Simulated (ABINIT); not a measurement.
Runs of ABINIT 10.8.3 (patched build) on Ti. Symmetry: P6/mmm, No. 191, hexagonal system. The conventional cell has a = 4.567 Å, b = 4.567 Å, c = 2.826 Å, α = 90.00°, β = 90.00°, γ = 120.00°. Ti (site symmetry -6m2) is surrounded by 11 Ti at 2.64 to 2.99 Å. Ti (site symmetry 6/mmm) is surrounded by 14 Ti at 2.83 to 2.99 Å. This isn't the form of Ti at room conditions, which is hcp.

```tsv
task	level	potentials or basis	cutoff (eV)	fine-grid cutoff	gap on the mesh (eV)	pressure (GPa)
band structure	r2SCAN	JTH PAW PBE v2.0	490	979.61 eV	none	(a)
single point	PBEsol	JTH PAW PBE v2.0	408	816.342 eV	none	-3.5
band structure	BLYP	JTH PAW PBE v2.0	490	979.61 eV	none	3.5
band structure	PBEsol	JTH PAW PBE v2.0	490	979.61 eV	none	-3.5
single point	PBEsol	PseudoDojo NC SR PBEsol v0.4 stringent	1143	-	none	-3.7
```

Alike in all rows: no spin polarisation; cell as given; k mesh 7 × 7 × 9; smearing fermi-dirac 0.05 eV.

Q: Fill in the values left out.

A: (a) -0.8.

Caveats: the PAW data sets were made with another functional, which shifts forces and pressure a little (some runs).

A gap of «none» marks a metal or a gap under the smearing width.

Runs at the PBE level aren't shown here.
